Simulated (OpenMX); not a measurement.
Sb: equation of state with LDA

The system is Sb.

```
Sb
1.0
     2.15420    1.24373    3.75800
    -2.15420    1.24373    3.75800
     0.00000   -2.48746    3.75800
Sb
2
Direct
  0.76651 0.76651 0.76651
  0.23349 0.23349 0.23349
```

- Program: OpenMX 3.8.5
- Task: equation of state
- Functional: LDA
- Potentials or basis: OpenMX 2013 LDA set, Sb7.0-s3p2d2, fixed grid of 48 × 48 × 48 points
- k mesh: 9 × 9 × 9
- Occupations: fermi-dirac, width 0.05 eV
- Spin: no spin polarisation

The equilibrium volume is 30.48 Å³/atom and the bulk modulus at fixed shape and positions is 58 GPa. The pressure derivative of the bulk modulus is 4.2.

Energy against volume, from the lowest point:
```
volume (Å³/atom)  energy (meV/atom)
          28.393              28.92
          28.998              13.80
          29.602               4.39
          30.206               0.00
          30.810               0.14
          31.414               4.55
          32.018              12.57
```

Caveat: the basis has few d functions beyond the semicore shells, which can make volumes several per cent too large; volumes in these bases differ from converged ones by about 1 %, for some elements by several; the cell was scaled at fixed shape and fractional positions, which overstates the stiffness of a crystal with free parameters, most of all of layers and chains; the basis of atomic orbitals isn't converged, which shifts pressures, moduli and gaps. The run has no spin-orbit coupling, so splittings on Sb are missing.
